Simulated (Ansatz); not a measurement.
Clamped-ion strain scan in HfN

All numbers below come from DFT PBE, scalar-relativistic, plane waves, PAW in Ansatz. Cutoff 420 eV, Γ-centred 22×22×22 k-points, Gaussian smearing of 0.15 eV. Spin–orbit coupling is left out, which can shift energies with elements as heavy as these. No spin polarisation. Energies are free energies at this smearing, counted from the undisturbed cell; pressure is positive in compression.

The undisturbed cell (relaxed at this level):

```yaml
crystal:
  lattice:
    - [0.00000, 2.27390, 2.27390]
    - [2.27390, 0.00000, 2.27390]
    - [2.27390, 2.27390, 0.00000]
  atoms:
    - { symbol: Hf, position: [0.00000, 0.00000, 0.00000] }
    - { symbol: N, position: [0.50000, 0.50000, 0.50000] }
```

The cell is strained by ε times the Voigt pattern (0, 0, 0, 0, 1, 0) (xx, yy, zz, yz, xz, xy; engineering shear) with fractional coordinates fixed. The cell is metallic on the mesh throughout.

```csv
ε,ΔE (meV/atom)
-0.1500,104.6
-0.0750,24.6
0.0000,0.0
0.0375,6.1
0.0562,13.7
0.0937,38.9
0.1125,57.0
0.1312,78.7
```

Q: Predict the stress summed along the pattern (GPa, tension positive) at each point.

A:
```
      ε  stress summed along the pattern (GPa, tension positive)
-0.1500                                                   -19.89
-0.0750                                                    -9.12
 0.0000                                                     0.00
 0.0375                                                     4.42
 0.0562                                                     6.70
 0.0937                                                    11.65
 0.1125                                                    14.32
 0.1312                                                    17.08
```